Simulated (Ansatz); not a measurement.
**What DFT gives for CsSnI3**

```
I Cs Sn
1.0
     4.20299    2.42660    3.55682
    -4.20299    2.42660    3.55682
     0.00000   -4.85320    3.55682
I Cs Sn
3 1 1
Direct
  0.50693 0.99874 0.50693
  0.50693 0.50693 0.99874
  0.99874 0.50693 0.50693
  0.01000 0.01000 0.01000
  0.53943 0.53943 0.53943
```

Single point in Ansatz 0.2.0 with r2SCAN, no spin polarisation. Cutoff 500 eV, PAW datasets, 4×4×4 Γ-centred k mesh, fermi-dirac filling (width 0.1 eV).

**Contacts.** I–Sn at 2.77 Å: least valence density 0.39 e/Å³ and ELF 0.41 there. Cs–I at 4.20 Å: least valence density 0.03 e/Å³ and ELF 0.02 there, so no covalent bond. Both are smooth PAW fields, read partly inside the augmentation spheres.
**Charges.** Bader charges in e: Cs +0.86, Sn +0.90, I -0.59. In the mean Sn gives up most and I takes most.
**Band edges.** Within 0.7 eV of the edges, the states project mainly on I p (40 %), Sn s (28 %) and Sn p (26 %) below the gap and on Sn p (66 %) and I p (13 %) above it.
**Electronic structure.** The gap is 0.34 eV, direct at the points sampled.

Origin: a known structure type with other elements, at an estimated volume, so it need not be a known compound. Caveats: no spin-orbit coupling, which can shift this gap by tenths of an eV.
